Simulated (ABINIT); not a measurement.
# ZrS (Fm-3m) in ABINIT: equation of state

How stiff is ZrS in PBEsol, and what volume does it want? The cell is scaled to several volumes.

All numbers are computed with ABINIT 10.8.3 (patched build); they aren't measurements. Logs are shortened: lines on timing, memory, paths and dates and some standing lists are left out, and cuts for length are marked. The log counts tension as positive stress, the text compression.

### 1 Starting point

It takes space group Fm-3m (No. 225, cubic). The conventional cell has a = 5.250 Å, b = 5.250 Å, c = 5.250 Å, α = 90.00°, β = 90.00°, γ = 90.00°. Zr (site symmetry m-3m) has 6 S at 2.62 Å as nearest neighbours. Around S (site symmetry m-3m) lie 6 Zr at 2.62 Å.

### 2 Equation of state, PBEsol

run.abi

```
# Datasets: one volume each
ndtset 7
getwfk -1
scalecart1 3*0.9795861087
scalecart2 3*0.9864848297
scalecart3 3*0.9932883884
scalecart4 3*1.0000000000
scalecart5 3*1.0066227096
scalecart6 3*1.0131594038
scalecart7 3*1.0196128224

# Pseudopotentials
pp_dirpath "./"
pseudos "Zr.upf, S.upf"

# Structure
acell 3*1.0
rprim
     0.0000000000     4.9605310771     4.9605310771
     4.9605310771     0.0000000000     4.9605310771
     4.9605310771     4.9605310771     0.0000000000
ntypat 2
znucl 40 16
natom 2
typat 1 2
xred
     0.0000000000     0.0000000000     0.0000000000
     0.5000000000     0.5000000000     0.5000000000

# Plane-wave basis
ecut 897.975746 eV

# k points
kptopt 1
ngkpt 9 9 9
nshiftk 1
shiftk 0.0 0.0 0.0

# Exchange and correlation
ixc -116133

# Bands and occupations
nband 13
occopt 3
tsmear 0.05 eV

# SCF cycle
nstep 100
tolvrs 1.0e-10

# Output
iomode 3
prtwf 1
prtden 0
prteig 0
prtebands 0
```

Potentials or basis: PseudoDojo NC SR PBEsol v0.4.1 standard.

Run with:

```sh
$ abinit run.abi > log 2>&1
```

run.abo:

```text
.Version 10.8.3 of ABINIT
 DATASET    1 : space group Fm -3 m (#225); Bravais cF (face-center cubic)
================================================================================
 Values of the parameters that define the memory need for DATASET  1.
     intxc =       0    ionmov =       0      iscf =       7    lmnmax =       6
     lnmax =       6     mgfft =      36  mpssoang =       3    mqgrid =    3001
     natom =       2  nloc_mem =       1    nspden =       1   nspinor =       1
    nsppol =       1      nsym =      48    n1xccc =    2501    ntypat =       2
    occopt =       3   xclevel =       2
       mpw =        2098          nfft =       46656          nkpt =          35
================================================================================
================================================================================
[... 61 lines left out ...]
 DATASET    7 : space group Fm -3 m (#225); Bravais cF (face-center cubic)
================================================================================
 Values of the parameters that define the memory need for DATASET  7.
     intxc =       0    ionmov =       0      iscf =       7    lmnmax =       6
     lnmax =       6     mgfft =      40  mpssoang =       3    mqgrid =    3001
     natom =       2  nloc_mem =       1    nspden =       1   nspinor =       1
    nsppol =       1      nsym =      48    n1xccc =    2501    ntypat =       2
    occopt =       3   xclevel =       2
       mpw =        2370          nfft =       64000          nkpt =          35
================================================================================
================================================================================

--------------------------------------------------------------------------------
------------- Echo of variables that govern the present computation ------------
--------------------------------------------------------------------------------
 -outvars: echo values of preprocessed input variables --------
            acell      1.0000000000E+00  1.0000000000E+00  1.0000000000E+00 Bohr
              amu      9.12240000E+01  3.20660000E+01
             ecut      3.30000000E+01 Hartree
           getwfk          -1
              ixc     -116133
           jdtset        1    2    3    4    5    6    7
         kptrlatt        9    0    0      0    9    0      0    0    9
          kptrlen1     6.18483759E+01
          kptrlen2     6.22839422E+01
          kptrlen3     6.27135002E+01
          kptrlen4     6.31372529E+01
          kptrlen5     6.35553926E+01
          kptrlen6     6.39681015E+01
          kptrlen7     6.43755527E+01
            natom           2
            nband          13
           ndtset           7
            ngfft1         36      36      36
            ngfft2         36      36      36
            ngfft3         40      40      40
            ngfft4         40      40      40
            ngfft5         40      40      40
            ngfft6         40      40      40
            ngfft7         40      40      40
             nkpt          35
            nstep         100
             nsym          48
           ntypat           2
           occopt           3
           prtden           0
        prtebands           0
           prteig           0
            rprim1     0.0000000000E+00  4.8592673349E+00  4.8592673349E+00
                       4.8592673349E+00  0.0000000000E+00  4.8592673349E+00
                       4.8592673349E+00  4.8592673349E+00  0.0000000000E+00
            rprim2     0.0000000000E+00  4.8934886548E+00  4.8934886548E+00
                       4.8934886548E+00  0.0000000000E+00  4.8934886548E+00
                       4.8934886548E+00  4.8934886548E+00  0.0000000000E+00
            rprim3     0.0000000000E+00  4.9272379192E+00  4.9272379192E+00
                       4.9272379192E+00  0.0000000000E+00  4.9272379192E+00
                       4.9272379192E+00  4.9272379192E+00  0.0000000000E+00
            rprim4     0.0000000000E+00  4.9605310771E+00  4.9605310771E+00
                       4.9605310771E+00  0.0000000000E+00  4.9605310771E+00
                       4.9605310771E+00  4.9605310771E+00  0.0000000000E+00
            rprim5     0.0000000000E+00  4.9933832339E+00  4.9933832339E+00
                       4.9933832339E+00  0.0000000000E+00  4.9933832339E+00
                       4.9933832339E+00  4.9933832339E+00  0.0000000000E+00
            rprim6     0.0000000000E+00  5.0258087086E+00  5.0258087086E+00
                       5.0258087086E+00  0.0000000000E+00  5.0258087086E+00
                       5.0258087086E+00  5.0258087086E+00  0.0000000000E+00
            rprim7     0.0000000000E+00  5.0578210921E+00  5.0578210921E+00
                       5.0578210921E+00  0.0000000000E+00  5.0578210921E+00
                       5.0578210921E+00  5.0578210921E+00  0.0000000000E+00
          spgroup         225
           tolvrs      1.00000000E-10
           tsmear      1.83746611E-03 Hartree
            typat      1  2
           xangst1     0.0000000000E+00  0.0000000000E+00  0.0000000000E+00
                       2.5714135336E+00  2.5714135336E+00  2.5714135336E+00
           xangst2     0.0000000000E+00  0.0000000000E+00  0.0000000000E+00
                       2.5895226762E+00  2.5895226762E+00  2.5895226762E+00
           xangst3     0.0000000000E+00  0.0000000000E+00  0.0000000000E+00
                       2.6073820178E+00  2.6073820178E+00  2.6073820178E+00
           xangst4     0.0000000000E+00  0.0000000000E+00  0.0000000000E+00
                       2.6249999982E+00  2.6249999982E+00  2.6249999982E+00
           xangst5     0.0000000000E+00  0.0000000000E+00  0.0000000000E+00
                       2.6423846109E+00  2.6423846109E+00  2.6423846109E+00
           xangst6     0.0000000000E+00  0.0000000000E+00  0.0000000000E+00
                       2.6595434331E+00  2.6595434331E+00  2.6595434331E+00
           xangst7     0.0000000000E+00  0.0000000000E+00  0.0000000000E+00
                       2.6764836570E+00  2.6764836570E+00  2.6764836570E+00
            xcart1     0.0000000000E+00  0.0000000000E+00  0.0000000000E+00
                       4.8592673349E+00  4.8592673349E+00  4.8592673349E+00
            xcart2     0.0000000000E+00  0.0000000000E+00  0.0000000000E+00
                       4.8934886548E+00  4.8934886548E+00  4.8934886548E+00
            xcart3     0.0000000000E+00  0.0000000000E+00  0.0000000000E+00
                       4.9272379192E+00  4.9272379192E+00  4.9272379192E+00
            xcart4     0.0000000000E+00  0.0000000000E+00  0.0000000000E+00
                       4.9605310771E+00  4.9605310771E+00  4.9605310771E+00
            xcart5     0.0000000000E+00  0.0000000000E+00  0.0000000000E+00
                       4.9933832339E+00  4.9933832339E+00  4.9933832339E+00
            xcart6     0.0000000000E+00  0.0000000000E+00  0.0000000000E+00
                       5.0258087086E+00  5.0258087086E+00  5.0258087086E+00
            xcart7     0.0000000000E+00  0.0000000000E+00  0.0000000000E+00
                       5.0578210921E+00  5.0578210921E+00  5.0578210921E+00
             xred      0.0000000000E+00  0.0000000000E+00  0.0000000000E+00
                       5.0000000000E-01  5.0000000000E-01  5.0000000000E-01
            znucl       40.00000   16.00000

================================================================================

 chkinp: Checking input parameters for consistency, jdtset=   1.

 chkinp: Checking input parameters for consistency, jdtset=   2.
[... 29 lines left out ...]
 getcut: wavevector=  0.0000  0.0000  0.0000  ngfft=  36  36  36
         ecut(hartree)=     33.000   => boxcut(ratio)=   2.02579

--- Pseudopotential description ------------------------------------------------
- pspini: atom type   1  psp file is ./Zr.upf
12 -116133 2 -1 1604                          pspcod,pspxc,lmax,lloc,mmax
     nproj     2     2     2

- pspini: atom type   2  psp file is ./S.upf
12 -116133 2 -1 1146                          pspcod,pspxc,lmax,lloc,mmax
     nproj     2     2     2

   4.96906426E+02                                ecore*ucvol(ha*bohr**3)
--------------------------------------------------------------------------------

================================================================================

--- !BeginCycle
iteration_state: {dtset: 1, }
solver: {iscf: 7, nstep: 100, nline: 4, wfoptalg: 0, }
tolerances: {tolvrs: 1.00E-10, }
...
[... 283 lines left out ...]
 getcut: wavevector=  0.0000  0.0000  0.0000  ngfft=  40  40  40
         ecut(hartree)=     33.000   => boxcut(ratio)=   2.21983

 getcut : COMMENT -
  Note that boxcut > 2.2 ; recall that boxcut=Gcut(box)/Gcut(sphere) = 2
  is sufficient for exact treatment of convolution.
  Such a large boxcut is a waste : you could raise ecut
  e.g. ecut=   40.653007 Hartrees makes boxcut=2

--------------------------------------------------------------------------------

-inwffil : will read wavefunctions from disk file runo_DS2_WFK.nc

================================================================================
[... 141 lines left out ...]
 getcut: wavevector=  0.0000  0.0000  0.0000  ngfft=  40  40  40
         ecut(hartree)=     33.000   => boxcut(ratio)=   2.20493

 getcut : COMMENT -
  Note that boxcut > 2.2 ; recall that boxcut=Gcut(box)/Gcut(sphere) = 2
  is sufficient for exact treatment of convolution.
  Such a large boxcut is a waste : you could raise ecut
  e.g. ecut=   40.109144 Hartrees makes boxcut=2

--------------------------------------------------------------------------------

-inwffil : will read wavefunctions from disk file runo_DS3_WFK.nc

================================================================================
[... 560 lines left out ...]
-Cartesian components of stress tensor (GPa)         [Pressure= -1.2394E+01 GPa]
- sigma(1 1)=  1.23935708E+01  sigma(3 2)=  0.00000000E+00
- sigma(2 2)=  1.23935708E+01  sigma(3 1)=  0.00000000E+00
- sigma(3 3)=  1.23935708E+01  sigma(2 1)=  0.00000000E+00

== END DATASET(S) ==============================================================
================================================================================

 -outvars: echo values of variables after computation  --------
            acell      1.0000000000E+00  1.0000000000E+00  1.0000000000E+00 Bohr
           etotal1    -6.1726314339E+01
           etotal2    -6.1726403029E+01
           etotal3    -6.1725995123E+01
           etotal4    -6.1725144217E+01
           etotal5    -6.1723898598E+01
           etotal6    -6.1722301492E+01
           etotal7    -6.1720391781E+01
            fcart1    -0.0000000000E+00 -0.0000000000E+00 -0.0000000000E+00
                      -0.0000000000E+00 -0.0000000000E+00 -0.0000000000E+00
            fcart2    -0.0000000000E+00 -0.0000000000E+00 -0.0000000000E+00
                      -0.0000000000E+00 -0.0000000000E+00 -0.0000000000E+00
            fcart3    -0.0000000000E+00 -0.0000000000E+00 -0.0000000000E+00
                      -0.0000000000E+00 -0.0000000000E+00 -0.0000000000E+00
            fcart4    -0.0000000000E+00 -0.0000000000E+00 -0.0000000000E+00
                      -0.0000000000E+00 -0.0000000000E+00 -0.0000000000E+00
            fcart5    -0.0000000000E+00 -0.0000000000E+00 -0.0000000000E+00
                      -0.0000000000E+00 -0.0000000000E+00 -0.0000000000E+00
[... 38 lines left out ...]
                       0.0000000000E+00  0.0000000000E+00  0.0000000000E+00
           xangst1     0.0000000000E+00  0.0000000000E+00  0.0000000000E+00
                       2.5714135336E+00  2.5714135336E+00  2.5714135336E+00
           xangst2     0.0000000000E+00  0.0000000000E+00  0.0000000000E+00
                       2.5895226762E+00  2.5895226762E+00  2.5895226762E+00
           xangst3     0.0000000000E+00  0.0000000000E+00  0.0000000000E+00
                       2.6073820178E+00  2.6073820178E+00  2.6073820178E+00
           xangst4     0.0000000000E+00  0.0000000000E+00  0.0000000000E+00
                       2.6249999982E+00  2.6249999982E+00  2.6249999982E+00
           xangst5     0.0000000000E+00  0.0000000000E+00  0.0000000000E+00
                       2.6423846109E+00  2.6423846109E+00  2.6423846109E+00
           xangst6     0.0000000000E+00  0.0000000000E+00  0.0000000000E+00
                       2.6595434331E+00  2.6595434331E+00  2.6595434331E+00
           xangst7     0.0000000000E+00  0.0000000000E+00  0.0000000000E+00
                       2.6764836570E+00  2.6764836570E+00  2.6764836570E+00
             xred      0.0000000000E+00  0.0000000000E+00  0.0000000000E+00
                       5.0000000000E-01  5.0000000000E-01  5.0000000000E-01
 Calculation completed.
```

Wall time 2.8 min (1 thread of Arm Neoverse V2, shared host); peak memory 0.12 GiB.

Results:

- Equilibrium volume: 17.24 Å³/atom
- Bulk modulus: 148 GPa
- Pressure derivative of the bulk modulus: 4.5

Energy against volume, from the lowest point:
| volume (Å³/atom) | energy (meV/atom) |
| --- | --- |
| 17.003 | 1.21 |
| 17.364 | 0.00 |
| 17.726 | 5.55 |
| 18.088 | 17.13 |
| 18.450 | 34.07 |
| 18.811 | 55.80 |
| 19.173 | 81.79 |

Caveat: pressures at fixed basis lie under the slope of the energies; the highest band is partly filled, so the run has too few bands.
